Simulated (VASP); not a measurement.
**Pt: relaxation of cell and atoms with PBEsol**

Crystal: Pt.

```
CELL_PARAMETERS angstrom
1.94909 1.12531 1.29596
-1.94909 1.12531 1.29596
0.00000 -2.25061 1.29596
ATOMIC_POSITIONS crystal
Pt 0.50000 0.50000 0.50000
```

The cell was built by a generator and needn't be a form met in nature.

| Quantity | Value |
| --- | --- |
| Program | VASP 6.6.1 |
| Task | relaxation of cell and atoms |
| Functional | PBEsol |
| Potentials or basis | VASP PAW PBE potentials, release 64 (Pt) |
| Cutoff | 600 eV |
| k mesh | 21 × 21 × 21 |
| Occupations | gaussian, width 0.1 eV |
| Spin | no spin polarisation |
| Dipole correction | no |
| Further INCAR settings | ALGO = Normal; EDIFF = 1e-06; IBRION = 2; EDIFFG = -0.01; NSW = 100; ISIF = 3 |

```json
{
 "Relaxed volume": "17.29 Å³/atom",
 "Relaxed cell": "a = 2.586 Å, b = 2.586 Å, c = 2.586 Å, α = 90.14°, β = 90.14°, γ = 90.14°",
 "Space group after relaxing (to 0.05 Å)": "Pm-3m (No. 221)",
 "Energy gained by relaxing": "15.3 meV/atom",
 "Ionic steps": "29",
 "Pressure after relaxing": "-0.1 GPa",
 "Band gap on the k mesh": "none (metal or under the smearing width)"
}
```

The path:
```csv
step,energy change (eV),largest force (eV/Å),pressure (GPa),volume (Å³)
1,0.0000,0.0000,-0.21,17.05
2,0.0000,0.0000,0.58,17.00
3,0.0000,0.0000,0.12,17.03
4,-0.0001,0.0000,0.18,17.03
5,-0.0002,0.0000,0.36,17.03
6,-0.0007,0.0000,0.77,17.03
7,-0.0022,0.0000,1.56,17.02
8,-0.0059,0.0000,3.12,16.98
9,-0.0061,0.0000,6.47,16.82
10,-0.0052,0.0000,6.86,16.79
11,-0.0052,0.0000,6.85,16.79
12,-0.0052,0.0000,6.85,16.79
13,-0.0052,0.0000,6.85,16.79
14,-0.0052,0.0000,6.85,16.80
15,-0.0052,0.0000,6.85,16.80
16,-0.0052,0.0000,6.84,16.80
17,-0.0053,0.0000,6.83,16.80
18,-0.0053,0.0000,6.80,16.80
19,-0.0052,0.0000,6.73,16.80
20,-0.0053,0.0000,6.75,16.80
21,-0.0054,0.0000,6.72,16.80
22,-0.0056,0.0000,6.64,16.81
23,-0.0061,0.0000,6.48,16.82
24,-0.0070,0.0000,6.16,16.84
25,-0.0086,0.0000,5.52,16.89
26,-0.0113,0.0000,4.19,16.98
27,-0.0146,0.0000,1.73,17.15
28,-0.0132,0.0000,-2.80,17.52
29,-0.0153,0.0000,-0.05,17.29
```

Final structure:
```
Pt
1.0
     1.83061    1.05691    1.48931
    -1.83061    1.05691    1.48931
     0.00000   -2.11381    1.48931
Pt
1
Direct
  0.50000 0.50000 0.50000
```

Levels at points of the mesh, in eV from the Fermi level:
| k point | band 2 | band 3 | band 4 | band 5 | band 6 | band 7 | band 8 | band 9 |
| --- | --- | --- | --- | --- | --- | --- | --- | --- |
| (0.00, 0.00, 0.00) | -6.02 | -6.02 | 0.34 | 0.34 | 0.34 | 15.36 | 15.36 | 15.40 |

Run time: 13 min on 1 thread of Intel(R) Xeon(R) Platinum 8559C (Emerald Rapids), on a shared host, peak memory 0.38 GiB.

Caveat: the PAW data sets were made with another functional, which shifts forces and pressure a little. Spin-orbit coupling is left out, which matters for the levels of Pt.
